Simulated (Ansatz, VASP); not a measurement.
Cs in VASP and in Ansatz

File INCAR:

```
PREC = Accurate
ENCUT = 520
EDIFF = 1E-6
ISMEAR = -1
SIGMA = 0.1
LREAL = False
LASPH = True
NELM = 60
ALGO = Normal
ISIF = 2
LWAVE = False
LCHARG = False
NBANDS = 10
```

Contents of KPOINTS:

```
regular mesh
0
Gamma
  10 10 10
```

POSCAR

```
Cs
1.0
    0.0000000000      3.5721108905      3.5721108905
    3.5721108905      0.0000000000      3.5721108905
    3.5721108905      3.5721108905      0.0000000000
Cs
1
Direct
    0.0000000000      0.0000000000      0.0000000000
```

Input for Ansatz:

```yaml
crystal:
  lattice:
    - [0.0, 3.5721108905, 3.5721108905]
    - [3.5721108905, 0.0, 3.5721108905]
    - [3.5721108905, 3.5721108905, 0.0]
  atoms:
    - { symbol: Cs, position: [0.0, 0.0, 0.0] }
kpoints:
  mp_grid: { grid: [10, 10, 10] }
scf:
  occupations: { method: fermi_dirac, width: 0.1 }
hamiltonian:
  xc: lda
  pseudopotentials: { kind: all_electron, lapw: { basis_error: 0.001 } }
output:
  forces: true
  stress: true
  eigenvalues: true
  populations: true
```

Change from the starting cell: volume scaled by 0.95, LAPW.

Alike in both runs: task single point; functional LDA; k mesh 10 × 10 × 10; occupations fermi-dirac, width 0.1 eV; no spin polarisation.

|  | VASP | Ansatz |
| --- | --- | --- |
| version | VASP 6.6.1 | Ansatz 0.2.0 |
| potentials or method | VASP PAW LDA potentials, release 64 (Cs_sv) | all-electron LAPW, scalar-relativistic |
| plane-wave cutoff (eV) | 520 | see its input |

```tsv
	VASP	Ansatz	Ansatz less VASP
pressure (GPa)	0.1	0.1	+0.01
```

Ansatz ran all-electron here, so the differences hold the error of VASP's frozen core and of both bases.

Spin-orbit coupling is left out, which matters for the levels of Cs.
